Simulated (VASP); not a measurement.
# AlP (F-43m) in VASP: a series of runs, part 2 of 2

VASP 6.6.1. The steps go on from the part before.

### 3 Band structure, PBE0

POSCAR

```
AlP
1.0
    0.0000000000      2.7255000000      2.7255000000
    2.7255000000      0.0000000000      2.7255000000
    2.7255000000      2.7255000000      0.0000000000
P Al
1 1
Direct
    0.7500000000      0.7500000000      0.7500000000
    0.0000000000      0.0000000000      0.0000000000
```

INCAR.step1

```
ALGO = Normal ; EDIFF = 1E-5
ENCUT = 520 ; GGA = PE
ISIF = 2 ; ISMEAR = 0
LASPH = True ; LCHARG = False
LREAL = False ; LWAVE = True
NELM = 80 ; PREC = Accurate
SIGMA = 0.02
```

INCAR.step2

```
AEXX = 0.25 ; ALGO = Normal
EDIFF = 1E-6 ; ENCUT = 520
GGA = PE ; HFRCUT = -1
ISIF = 2 ; ISMEAR = 0
ISTART = 1 ; LASPH = True
LCHARG = False ; LHFCALC = True
LREAL = False ; LWAVE = False
NELM = 80 ; PREC = Accurate
PRECFOCK = Fast ; SIGMA = 0.02
```

KPOINTS

```
k-points
0
Gamma
  6 6 6
```

KPOINTS_OPT

```
path GXWKGLUWLK,UX
12
line-mode
reciprocal
 0.0000000000  0.0000000000  0.0000000000  G
 0.5000000000  0.0000000000  0.5000000000  X

 0.5000000000  0.0000000000  0.5000000000  X
 0.5000000000  0.2500000000  0.7500000000  W

 0.5000000000  0.2500000000  0.7500000000  W
 0.3750000000  0.3750000000  0.7500000000  K

 0.3750000000  0.3750000000  0.7500000000  K
 0.0000000000  0.0000000000  0.0000000000  G

 0.0000000000  0.0000000000  0.0000000000  G
 0.5000000000  0.5000000000  0.5000000000  L

 0.5000000000  0.5000000000  0.5000000000  L
 0.6250000000  0.2500000000  0.6250000000  U

 0.6250000000  0.2500000000  0.6250000000  U
 0.5000000000  0.2500000000  0.7500000000  W

 0.5000000000  0.2500000000  0.7500000000  W
 0.5000000000  0.5000000000  0.5000000000  L

 0.5000000000  0.5000000000  0.5000000000  L
 0.3750000000  0.3750000000  0.7500000000  K

 0.6250000000  0.2500000000  0.6250000000  U
 0.5000000000  0.0000000000  0.5000000000  X
```

Potentials or basis: VASP PAW PBE potentials, release 64 (P, Al).

Started as:

```bash
> cat potpaw_PBE.64/P/POTCAR potpaw_PBE.64/Al/POTCAR > POTCAR
> cp INCAR.step1 INCAR
> mpirun -np 1 vasp_std > vasp.out
> cp INCAR.step2 INCAR
> mpirun -np 1 vasp_std > vasp.out
```

OUTCAR:

```text
AEXX = 0.25
   EDIFF = 1E-6
   ENCUT = 520
   GGA = PE
   ISIF = 2
   ISMEAR = 0
   ISTART = 1
   LASPH = True
   LHFCALC = True
   LREAL = False
   NELM = 80
   PREC = Accurate
   PRECFOCK = Fast

 ion  position               nearest neighbor table
   1  0.750  0.750  0.750-   2 2.36   2 2.36   2 2.36   2 2.36
   2  0.000  0.000  0.000-   1 2.36   1 2.36   1 2.36   1 2.36

  LATTYP: Found a face centered cubic cell.
 ALAT       =     5.4510000000

  Lattice vectors:

 A1 = (   0.0000000000,   2.7255000000,   2.7255000000)
 A2 = (   2.7255000000,   0.0000000000,   2.7255000000)
 A3 = (   2.7255000000,   2.7255000000,   0.0000000000)

Analysis of symmetry for initial positions (statically):
=====================================================================
 Subroutine PRICEL returns:
 Original cell was already a primitive cell.

 Routine SETGRP: Setting up the symmetry group for a
 face centered cubic supercell.

 Subroutine GETGRP returns: Found 24 space group operations
 (whereof 24 operations were pure point group operations)
 out of a pool of 48 trial point group operations.

The static configuration has the point symmetry T_d .

Analysis of symmetry for dynamics (positions and initial velocities):
=====================================================================
 Subroutine PRICEL returns:
 Original cell was already a primitive cell.

 Routine SETGRP: Setting up the symmetry group for a
 face centered cubic supercell.

 Subroutine GETGRP returns: Found 24 space group operations
 (whereof 24 operations were pure point group operations)
 out of a pool of 48 trial point group operations.

The dynamic configuration has the point symmetry T_d .

 Subroutine INISYM returns: Found 24 space group operations
 (whereof 24 operations are pure point group operations),
 and found     1 'primitive' translations

----------------------------------------------------------------------------------------

                                     Primitive cell

  volume of cell :      40.4919

  direct lattice vectors                    reciprocal lattice vectors
     0.000000000  2.725500000  2.725500000    -0.183452578  0.183452578  0.183452578
     2.725500000  0.000000000  2.725500000     0.183452578 -0.183452578  0.183452578
     2.725500000  2.725500000  0.000000000     0.183452578  0.183452578 -0.183452578

  length of vectors
     3.854439064  3.854439064  3.854439064     0.317749185  0.317749185  0.317749185

  position of ions in fractional coordinates (direct lattice)
     0.750000000  0.750000000  0.750000000
     0.000000000  0.000000000  0.000000000

  ion indices of the primitive-cell ions
   primitive index   ion index
                 1           1
                 2           2

----------------------------------------------------------------------------------------

 KPOINTS: k-points

Automatic generation of k-mesh.
 Grid dimensions read from file:
 generate k-points for:    6    6    6

[... 35 lines left out ...]
 -0.333333  0.500000  0.166667     12.000000
   k-points           NKPTS =     16   k-points in BZ     NKDIM =    216   number of bands    NBANDS=      8
   number of dos      NEDOS =    301   number of ions     NIONS =      2
   total plane-waves  NPLWV =  27000
   dimension x,y,z NGX =    30 NGY =   30 NGZ =   30
   dimension x,y,z NGXF=    60 NGYF=   60 NGZF=   60
   ions per type =               1   1
   NGX,Y,Z   is equivalent  to a cutoff of  12.94, 12.94, 12.94 a.u.
   NGXF,Y,Z  is equivalent  to a cutoff of  25.88, 25.88, 25.88 a.u.
 SYSTEM =  unknown system
   PREC   = accura    normal or accurate (medium, high low for compatibility)
   ISTART =      1    job   : 0-new  1-cont  2-samecut
   ICHARG =      0    charge: 1-file 2-atom 10-const
   ISPIN  =      1    spin polarized calculation?
   LNONCOLLINEAR =      F non collinear calculations
   LSORBIT =      F    spin-orbit coupling
   LASPH  =      T    aspherical Exc in radial PAW
   ENCUT  =  520.0 eV  38.22 Ry    6.18 a.u.   7.17  7.17  7.17*2*pi/ulx,y,z
   NELM   =     80;   NELMIN=  2; NELMDL=  0     # of ELM steps
   EDIFF  = 0.1E-05   stopping-criterion for ELM
   LREAL  =      F    real-space projection
   EDIFFG = 0.1E-04   stopping-criterion for IOM
   NSW    =      0    number of steps for IOM
   IBRION =     -1    ionic relax: 0-MD 1-quasi-New 2-CG
   NFREE  =      0    steps in history (QN), initial steepest desc. (CG)
   ISIF   =      2    stress and relaxation
   ISYM   =      3    0-nonsym 1-usesym 2-fastsym
   POTIM  = 0.5000    time-step for ionic-motion
   TEBEG  =    0.0;   TEEND  =   0.0 temperature during run
   PSTRESS=    0.0 pullay stress
   NELECT =       8.0000    total number of electrons
   NUPDOWN=      -1.0000    fix difference up-down
   EMIN   =  10.00;   EMAX   =-10.00  energy-range for DOS
   EFERMI =   0.00;   METHOD = LEGACY
   ISMEAR =     0;   SIGMA  =   0.02  broadening in eV -4-tet -1-fermi 0-gaus
   EFERMI_NEDOS =   21; number of points for ismear=-14 and -15
   IALGO  =     38    algorithm
   IMIX   =      1    mixing-type and parameters
     AMIX     =   0.40;   BMIX     =  1.00
     AMIX_MAG =   1.60;   BMIX_MAG =  1.00
  volume/ion in A,a.u.               =      20.25       136.63
  Fermi-wavevector in a.u.,A,eV,Ry     =   0.953488  1.801831 12.369596  0.909140
  Thomas-Fermi vector in A             =   2.082148
   LORBIT       =      0    0 simple, 1 ext, 2 COOP (PROOUT), +10 PAW based schemes
   GGA     = PE    functional components
   LHFCALC =     T    Hartree Fock is set to
   PRECFOCK=fast      Normal, Fast or Accurate (Low or Medium for compatibility)
   ENCUT4O =  -1.0   cutoff for four orbital integrals eV
   NKREDX  =     1    reduce k-point grid by
   NKREDY  =     1    reduce k-point grid by
   NKREDZ  =     1    reduce k-point grid by
   AEXX    =    0.2500 exact exchange contribution
   HFSCREEN=    0.0000 screening length (either q_TF or 0.3 A-1)
   HFSCREENC=   0.0000 screening length for correlation (either q_TF or 0.3 A-1)
   ENCUTFOCK=  -1.0 apply spherical cutoff to Coloumb kernel
   IVDW    =     0    specifies the selected vdW correction
   LEPSILON=     F    determine dielectric tensor
   LRPA    =     F    only Hartree local field effects (RPA)
 non-spin polarized calculation
 Gauss-broadening in eV      SIGMA  =   0.02
  energy-cutoff  :      520.00
  volume of cell :       40.49
 maximum number of plane-waves:      1113
 NGX is ok and might be reduce to    30
  NGX = 16; NGY = 16; NGZ = 16

 number of electron       7.9999999 magnetization

 Free energy of the ion-electron system (eV)
  ---------------------------------------------------
  ext. energy  EPLUGINS =         0.00000000
  ---------------------------------------------------
  free energy    TOTEN  =       -12.89326001 eV

  energy without entropy =      -12.89326001  energy(sigma->0) =      -12.89326001

 E-fermi :   3.9145     XC(G=0):  -7.3110

 val. band max:        3.7938408880   @ k =   0.0000   0.0000   0.0000
 cond. band min:       6.7346782511   @ k =   0.5000   0.5000   0.0000
 fundamental gap:      2.9408373631
 Fermi energy:         3.9145085640

 k-point     1 :       0.0000    0.0000    0.0000
  band No.  band energies     occupation
      1      -9.0945      2.00000
      2       3.7938      2.00000
      3       3.7938      2.00000
      4       3.7938      2.00000
      5       8.7513      0.00000
      6      10.0079      0.00000
      7      10.0079      0.00000
      8      10.0079      0.00000
[... 155 lines left out ...]
 k-point    16 :      -0.3333    0.5000    0.1667
  band No.  band energies     occupation
      1      -6.4200      2.00000
      2      -1.8599      2.00000
      3       0.5487      2.00000
      4       0.8398      2.00000
      5       8.5976      0.00000
      6       9.7198      0.00000
      7      13.3497      0.00000
      8      13.7318      0.00000

------------------------ aborting loop because EDIFF is reached ----------------------------------------

  FORCE on cell =-STRESS in cart. coord.  units (eV):
  Direction    XX          YY          ZZ          XY          YZ          ZX
  --------------------------------------------------------------------------------------
  -------------------------------------------------------------------------------------
  Total        0.2321702      0.2321702      0.2321702      0.0000000     -0.0000000      0.0000000
  in kB        9.1864683      9.1864683      9.1864683      0.0000000     -0.0000000      0.0000000
  external PRESSURE =       9.1864683 kB  Pullay stress =       0.0000000 kB

 VOLUME and BASIS-vectors are now :
 -----------------------------------------------------------------------------
  energy-cutoff  :      520.00
  volume of cell :       40.49
      direct lattice vectors                 reciprocal lattice vectors
     0.000000000  2.725500000  2.725500000    -0.183452578  0.183452578  0.183452578
     2.725500000  0.000000000  2.725500000     0.183452578 -0.183452578  0.183452578
     2.725500000  2.725500000  0.000000000     0.183452578  0.183452578 -0.183452578

 POSITION                                       TOTAL-FORCE (eV/Angst)
 -----------------------------------------------------------------------------------
      4.08825      4.08825      4.08825         0.000000      0.000000      0.000000
      0.00000      0.00000      0.00000        -0.000000     -0.000000     -0.000000
 -----------------------------------------------------------------------------------
    total drift:                                0.000000      0.000000      0.000000

  FREE ENERGIE OF THE ION-ELECTRON SYSTEM (eV)
  ---------------------------------------------------
  free  energy   TOTEN  =       -12.8932600052 eV

  energy  without entropy=      -12.8932600052  energy(sigma->0) =      -12.89326001
```

Run time: 25 min. Hardware: 1 thread of AMD EPYC 7R43 (Zen 3), shared host; peak memory 0.21 GiB.

What came out:

| Item | Value |
| --- | --- |
| Free energy | -12.8933 eV |
| Pressure | 0.9 GPa |
| Band gap on the k mesh | 2.94 eV, indirect (least direct gap 4.96 eV) |
| Band gap along the path | 2.94 eV, indirect (least direct gap 4.96 eV) |

Levels at the corners of the path, in eV from the valence-band top:
```tsv
point	band 1	band 2	band 3	band 4	band 5	band 6	band 7	band 8
Γ	-12.89	0.00	0.00	0.00	4.96	6.21	6.21	6.21
X	-10.25	-5.96	-2.36	-2.36	2.94	3.92	13.27	13.28
X	-10.25	-5.96	-2.36	-2.36	2.94	3.92	13.27	13.28
W	-10.20	-5.51	-3.55	-3.12	5.88	7.81	7.82	8.20
W	-10.20	-5.51	-3.55	-3.12	5.88	7.81	7.82	8.20
K	-10.29	-5.63	-3.82	-1.94	3.88	6.79	10.44	10.74
K	-10.29	-5.63	-3.82	-1.94	3.88	6.79	10.44	10.74
Γ	-12.89	0.00	0.00	0.00	4.96	6.21	6.21	6.21
Γ	-12.89	0.00	0.00	0.00	4.96	6.21	6.21	6.21
L	-11.00	-6.21	-0.86	-0.86	4.36	6.47	6.47	10.04
L	-11.00	-6.21	-0.86	-0.86	4.36	6.47	6.47	10.04
U	-10.29	-5.63	-3.82	-1.94	3.88	6.79	10.44	10.75
U	-10.29	-5.63	-3.82	-1.94	3.88	6.79	10.44	10.74
W	-10.20	-5.51	-3.55	-3.12	5.88	7.81	7.82	8.20
W	-10.20	-5.51	-3.55	-3.12	5.88	7.81	7.82	8.20
L	-11.00	-6.21	-0.86	-0.86	4.36	6.47	6.47	10.04
L	-11.00	-6.21	-0.86	-0.86	4.36	6.47	6.47	10.04
K	-10.29	-5.63	-3.82	-1.94	3.88	6.79	10.44	10.74
U	-10.29	-5.63	-3.82	-1.94	3.88	6.79	10.44	10.74
X	-10.25	-5.96	-2.36	-2.36	2.94	3.92	13.28	13.35
```

Caveat: the PAW data sets were made with another functional, which shifts forces and pressure a little.

### 4 Against experiment

Step 3. Measured gap of AlP: 2.505 eV (indirect; 4.2 K; a printed reference work, data compilation). This calculation gives 2.94 eV (+0.44 eV). The value is that of PBE0, without temperature or zero-point motion.
